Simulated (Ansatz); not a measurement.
Bulk crystal (HfSi₂) after relaxation:

```cif
data_structure
_symmetry_space_group_name_H-M 'P 1'
_symmetry_Int_Tables_number 1
_cell_length_a 7.4010
_cell_length_b 7.4010
_cell_length_c 3.6361
_cell_angle_alpha 90.000
_cell_angle_beta 90.000
_cell_angle_gamma 151.449
_cell_volume 95.19
loop_
_atom_site_label
_atom_site_type_symbol
_atom_site_fract_x
_atom_site_fract_y
_atom_site_fract_z
_atom_site_occupancy
Hf1 Hf 0.89530 0.10470 0.75000 1
Hf2 Hf 0.10470 0.89530 0.25000 1
Si1 Si 0.55518 0.44482 0.75000 1
Si2 Si 0.44482 0.55518 0.25000 1
Si3 Si 0.25022 0.74978 0.75000 1
Si4 Si 0.74978 0.25022 0.25000 1
```

Miller indices refer to the conventional cell of Cmcm (No. 63), a = 3.650 Å, b = 14.345 Å, c = 3.636 Å, α = 90.00°, β = 90.00°, γ = 90.00°.

Consider the (001) slab of 8 planes, 12.7 Å thick with 15 Å of vacuum as cut; outer planes HfSi2 (top) and HfSi2 (bottom), all atoms relaxed.

Theory: Ansatz 0.2.0, DFT PBEsol, scalar-relativistic, plane waves, PAW. Plane waves to 420 eV, a k mesh through Γ of 10×5×1 on the computed 24-atom cell and Gaussian smearing (0.10 eV); no spin polarisation. The cell repeats along c with a dipole correction in the vacuum.

The work function read from the bulk's Fermi level differs by 0.26 eV, so the slab's middle doesn't match the bulk reference (too thin, or relaxed to another structure or magnetic state).

Problem. Predict the surface energy (mean of both faces).

Solution. 1.68 J/m².

Problem. Give the work function.

Solution. 4.35 eV.

Problem. The top two planes lie 1.818 Å apart in the bulk. How does relaxation change this?

Solution. The spacing becomes 1.774 Å (-2.4 %), and the top plane rumples by 0.209 Å.

Spin-orbit coupling is left out, which matters for the bands of heavy elements.